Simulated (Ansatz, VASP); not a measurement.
Given: the input of a run of VASP 6.6.1 on Te.

INCAR

```
SYSTEM = Te
  ALGO = Normal
  EDIFF = 1E-7
  EDIFFG = -0.01
  ENCUT = 600
  GGA = PS
  IBRION = 2
  ISIF = 3
  ISMEAR = -1
  LASPH = .TRUE.
  LCHARG = .FALSE.
  LREAL = .FALSE.
  LWAVE = .FALSE.
  NELM = 80
  NSW = 40
  PREC = Accurate
  SIGMA = 0.05
```

KPOINTS

```
k-points
0
G
  9 9 9
  0 0 0
```

The input POSCAR:

```
Te
1.0
    2.3059043427      1.3313144930      1.6909537039
   -2.3059043427      1.3313144930      1.6909537039
    0.0000000000     -2.6626289860      1.6909537039
Te
1
Direct
    0.5000000000      0.5000000000      0.5000000000
```

Potentials or basis: VASP PAW PBE potentials, release 64 (Te).

Run with:

```console
$ cat potpaw_PBE.64/Te/POTCAR > POTCAR
$ mpirun -np 1 vasp_std > vasp.out
```

Translate it to Ansatz 0.2.0. Potentials there: Ansatz PAW.

As run (the cutoff follows the program's own potentials):

input.yaml

```yaml
crystal:
  lattice:
    - [2.3059043427, 1.331314493, 1.6909537039]
    - [-2.3059043427, 1.331314493, 1.6909537039]
    - [0.0, -2.662628986, 1.6909537039]
  atoms:
    - { symbol: Te, position: [0.5, 0.5, 0.5] }
hamiltonian:
  xc: pbesol
  pseudopotentials: { kind: paw }
kpoints:
  mp_grid: { grid: [9, 9, 9] }
scf:
  occupations: { method: fermi_dirac, width: 0.05 }
output:
  forces: true
  stress: true
  eigenvalues: true
relax:
  f_tol: 0.01
  max_steps: 40
  cell: { stress_tol: 0.05 }
```

Potentials or basis: Ansatz PAW.

The run is started by

```sh
$ ansatz run input.yaml --threads 2 --pin off --max-ram 5632MiB --backend cpu --events-out ev --progress --plain --runs-dir out
```

Both were run:

|  | VASP | Ansatz | Ansatz less VASP |
| --- | --- | --- | --- |
| gap on the k mesh at the Fermi level, each at its own relaxed structure (eV) | none | none | - |
| relaxed volume (Å³/atom) | 31.33 | 31.29 | -0.037 |
| relaxed cell length with the largest relative difference (Å) | 3.154 | 3.153 | -0.0011 |
| energy change over the relaxation (meV/atom) | -1 | -1 | -0.1 |

A gap of «none» marks a metal or a gap that the smearing closes. The two sets of potentials don't hold the same shells in valence.

Caveats: the PAW data sets were made with another functional, which shifts forces and pressure a little (VASP); the plane-wave basis is chosen anew once the cell has moved, so the energies of steps on either side of that aren't comparable (Ansatz); the PAW data sets come from PBE, with cores solved anew for the run's functional, which leaves a small shift of forces and pressure (Ansatz). Spin-orbit coupling is left out, which matters for the levels of Te.
